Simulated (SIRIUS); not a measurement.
The system is W.

```
CELL_PARAMETERS angstrom
-1.58234 1.58234 1.58234
1.58234 -1.58234 1.58234
1.58234 1.58234 -1.58234
ATOMIC_POSITIONS crystal
W 0.00000 0.00000 0.00000
```

Base run:

| Quantity | Value |
| --- | --- |
| Program | SIRIUS 7.10.0 |
| Functional | PBEsol |
| Potentials or basis | PseudoDojo 0.4.1 PBE standard (scalar relativistic) |
| Cutoff | 1030 eV |
| Density cutoff | 4119 eV |
| k mesh | 12 × 12 × 12 |
| Occupations | fermi-dirac, width 0.05 eV |
| Spin | no spin polarisation |

Its results: band gap on the k mesh none (metal or under the smearing width); pressure -2.1 GPa.

Task: The run is repeated on the same cell with these changes: functional from PBEsol to LDA; libxc names from ["XC_GGA_X_PBE_SOL", "XC_GGA_C_PBE_SOL"] to ["XC_LDA_X", "XC_LDA_C_PW"]. What comes out?

Result: Band gap on the k mesh none (metal or under the smearing width); pressure -7.5 GPa.

Caveats: the potentials were made for another functional, which shifts forces and pressure.
